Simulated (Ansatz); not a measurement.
TaN, 2 atoms in the cell. Symmetry: Fm-3m, No. 225, cubic system. Conventional cell: a = 4.358 Å, b = 4.358 Å, c = 4.358 Å, α = 90.00°, β = 90.00°, γ = 90.00°. Around Ta (site symmetry m-3m) lie 6 N at 2.18 Å. N (site symmetry m-3m) has 6 Ta at 2.18 Å as nearest neighbours. 

| Item | Value |
| --- | --- |
| Program | Ansatz 0.2.0 |
| Task | band structure |
| Functional | r2SCAN |
| Potentials or basis | Ansatz PAW |
| Cutoff | 500 eV (not typed: the program's choice for these potentials) |
| k mesh | 10 × 10 × 10 |
| Occupations | fermi-dirac, width 0.05 eV |
| Spin | no spin polarisation |
| Path | [["G", "X", "W", "K", "G", "L", "U", "W", "L", "K"], ["U", "X"]] |
| Points for each segment of the path | 14 |

Potentials or basis: Ansatz PAW.

Run with:

```console
$ ansatz run input.yaml --threads 2 --pin off --max-ram 5632MiB --backend cpu --events-out ev --progress --plain --runs-dir out
```

Hardware: 2 threads of Arm Neoverse V1 (shared host).

Estimate the wall time of this run.

It took 2.9 s on 2 threads of Arm Neoverse V1 (shared host), peak memory 0.34 GiB. Counts: scf iterations 8, plane waves 531, k points 47, bands 15.
